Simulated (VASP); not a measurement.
Input of a VASP 6.6.1 run:

INCAR

```
SYSTEM = MnO2
PREC = Accurate ; ENCUT = 900
EDIFF = 1E-8 ; ISMEAR = 0
SIGMA = 0.02 ; LREAL = .FALSE.
LASPH = .TRUE. ; NELM = 100
ALGO = Normal ; ISIF = 2
LWAVE = .FALSE. ; LCHARG = .FALSE.
ISPIN = 2 ; MAGMOM = 4 0 0
LORBIT = 11 ; LMAXMIX = 4
METAGGA = R2SCAN ; LMIXTAU = .TRUE.
ADDGRID = .FALSE.
```

File KPOINTS:

```
Automatic mesh
0
G
  13 13 7
  0 0 0
```

Contents of POSCAR:

```
MnO2
1.0
    2.8565781804      0.0000000000      0.0000000000
   -1.4282890902      2.4738692722      0.0000000000
    0.0000000000      0.0000000000      4.6013740589
Mn O
1 2
Direct
    0.0000000000      0.0000000000      0.5000000000
    0.3333333333      0.6666666667      0.7062925700
    0.6666666667      0.3333333333      0.2937074300
```

Potentials or basis: VASP PAW PBE potentials, release 64 (Mn_pv, O).

Run with:

```console
$ cat potpaw_PBE.64/Mn_pv/POTCAR potpaw_PBE.64/O/POTCAR > POTCAR
$ mpirun -np 1 vasp_std > vasp.out
```

Estimate the site moments.

Mn +2.93; O +0.01 μB.

Predict the band gap on the k mesh.

1.89 eV, indirect (least direct gap 1.99 eV).

Predict the net moment.

3.00 μB per cell.

Stress tensor (GPa, compression positive):
```
0.55 0.00 0.00
0.00 0.55 0.00
0.00 0.00 0.42
```

Caveat: the PAW data sets were made with another functional, which shifts forces and pressure a little; an odd mesh through Γ misses points on the zone boundary, where band edges often lie; a cell with one magnetic atom can't hold antiferromagnetic order, which such compounds often take. r2SCAN opens gaps a little over a GGA but as a rule still falls short of measured ones.
